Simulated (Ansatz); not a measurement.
Sb:

```xyz
1
Lattice="0.0000 2.3712 2.3712 2.3712 0.0000 2.3712 2.3712 2.3712 0.0000" Properties=species:S:1:pos:R:3 pbc="T T T"
Sb    0.0000    0.0000    0.0000
```

This isn't the form of Sb at room conditions, which is rhombohedral.

Base run:

| Item | Value |
| --- | --- |
| Program | Ansatz 0.2.0 |
| Functional | LDA |
| Potentials or basis | Ansatz PAW |
| Cutoff | 420 eV (not typed: the program's choice for these potentials) |
| k mesh | 10 × 10 × 10 |
| Occupations | fermi-dirac, width 0.05 eV |
| Spin | no spin polarisation |

Its results: band gap on the k mesh none (metal or under the smearing width); pressure -2.3 GPa.

Question: After a change of settings the same cell gave: band gap on the k mesh none (metal or under the smearing width); pressure 1.1 GPa. Which change was it?
A. functional from LDA to PBEsol; k mesh from 10 × 10 × 10 to 8 × 8 × 8
B. functional from LDA to r2SCAN; cutoff from 420 eV (not typed: the program's choice for these potentials) to 500 eV (not typed: the program's choice for these potentials)
C. functional from LDA to PBEsol; spin from no spin polarisation to spin-orbit coupling, no magnetisation; potential files from those of the base run to others of the same set

Answer: B.

Caveats: spin-orbit coupling is left out, which moves the levels of the heavy elements; the PAW data sets come from PBE, with cores solved anew for the run's functional, which leaves a small shift of forces and pressure.
